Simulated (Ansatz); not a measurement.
## Hf (simple cubic): energy against volume

Level of theory: DFT, RPBE, plane waves (420 eV) with PAW, scalar-relativistic (Ansatz). The PAW files were generated under PBE, with cores re-solved for the functional.

The cell is scaled uniformly from the relaxed one, with fractional coordinates and shape fixed. Energies are extrapolated to zero smearing, pressures are those at the given smearing. Magnetic state: spin not included.

A Birch-Murnaghan fit gives V₀ = 25.63 Å³/atom, B₀ = 71 GPa, B₀′ = 3.2.

What are the energy above the minimum and the pressure at 24.624 Å³/atom?

9.3 meV/atom and 3.14 GPa as computed.

What are the energy above the minimum and the pressure at 26.676 Å³/atom?

8.9 meV/atom and -2.51 GPa as computed.

What are the energy above the minimum and the pressure at 28.728 Å³/atom?

70.4 meV/atom and -6.45 GPa as computed.
